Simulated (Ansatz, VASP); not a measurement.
**BN in VASP and in Ansatz**

File INCAR:

```
PREC = Accurate
ENCUT = 520
EDIFF = 1E-7
ISMEAR = 0
SIGMA = 0.05
LREAL = F
LASPH = T
NELM = 60
ALGO = Normal
ISIF = 2
LWAVE = F
LCHARG = F
GGA = PE
IVDW = 12
NBANDS = 11
```

Contents of KPOINTS:

```
regular mesh
0
Gamma
  12 12 12
```

Contents of POSCAR:

```
BN
1.0
    0.0000000000      3.3904563551      2.1011085028
    1.2140831370      0.0000000000      2.1011085028
    1.2140831370      3.3904563551      0.0000000000
B N
1 1
Direct
    0.0000486500      0.0000486500      0.9999513500
    0.6666513400      0.6666513400      0.3333486600
```

Input for Ansatz:

```yaml
crystal:
  lattice:
    - [0.0, 3.3904563551, 2.1011085028]
    - [1.214083137, 0.0, 2.1011085028]
    - [1.214083137, 3.3904563551, 0.0]
  atoms:
    - { symbol: B, position: [4.865e-05, 4.865e-05, 0.99995135] }
    - { symbol: "N", position: [0.66665134, 0.66665134, 0.33334866] }
basis:
  ecutwfc: 420
kpoints:
  mp_grid: { grid: [12, 12, 12] }
hamiltonian:
  xc: pbe
  dispersion: d3bj
scf:
  occupations: { method: gaussian, width: 0.05 }
output:
  forces: true
  stress: true
  eigenvalues: true
```

Change from the starting cell: strain -0.030 along x and y, -0.030 along z, atoms carried along.

Alike in both runs: task single point; functional PBE; dispersion D3(BJ); k mesh 12 × 12 × 12; occupations gaussian, width 0.05 eV; no spin polarisation.

|  | VASP | Ansatz |
| --- | --- | --- |
| version | VASP 6.6.1 | Ansatz 0.2.0 |
| potentials or method | VASP PAW PBE potentials, release 64 (B, N) | scalar-relativistic, plane waves, PAW |
| plane-wave cutoff (eV) | 520 | 420 |
| valence electrons in the cell | 8 | 8 |

```tsv
	VASP	Ansatz	Ansatz less VASP
gap on the k mesh at the Fermi level (eV)	3.89	3.90	+0.010
least direct gap on the mesh (eV)	4.77	4.78	+0.004
pressure (GPa)	25.9	25.8	-0.06
largest component of the traceless stress (GPa)	26.75	26.53	-0.228
rms of the force components (eV/Å)	0.008	0.008	0.0000
```

Atom by atom the forces differ by 0.000 eV/Å (rms over components).

Caveats: so large a pressure means that the cell lies far from this level's equilibrium, or that cutoff or potentials fall short (VASP). A k mesh can miss the band edges.
